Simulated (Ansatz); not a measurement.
**KZnF3 in Ansatz: the effect of functional**

KZnF3:

```xyz
5
Lattice="4.0228 0.0000 0.0000 0.0000 4.0228 0.0000 0.0000 0.0000 4.0228" Properties=species:S:1:pos:R:3 pbc="T T T"
Zn    2.0114    2.0114    2.0114
K     0.0000    0.0000    0.0000
F     2.0114    0.0000    2.0114
F     0.0000    2.0114    2.0114
F     2.0114    2.0114    0.0000
```

The cell isn't the ideal one: volume scaled by 0.98.

Alike in all runs:

```yaml
Program: Ansatz 0.2.0
Task: single point
Potentials_or_basis: Ansatz PAW
k_mesh: 7 × 7 × 7
Occupations: fermi-dirac, width 0.05 eV
Spin: no spin polarisation
```

| functional | cutoff | gap on the mesh (eV) | pressure (GPa) |
| --- | --- | --- | --- |
| PBEsol | 420 eV (not typed: the program's choice for these potentials) | 3.88 | 1.8 |
| LDA | 420 eV (not typed: the program's choice for these potentials) | ? | ? |
| r2SCAN | 500 eV (not typed: the program's choice for these potentials) | 4.80 | 1.5 |
| PBE | 420 eV (not typed: the program's choice for these potentials) | 4.03 | 6.5 |

Problem. What does the run with functional LDA give?

Solution. gap on the mesh 3.80 eV; pressure -3.3 GPa.

Caveats: odd divisions of the mesh miss points on the zone boundary, where band edges often lie, so the gap on the mesh can be too wide; the PAW data sets come from PBE, with cores solved anew for the run's functional, which leaves a small shift of forces and pressure (some runs).

A k mesh can miss the band edges.
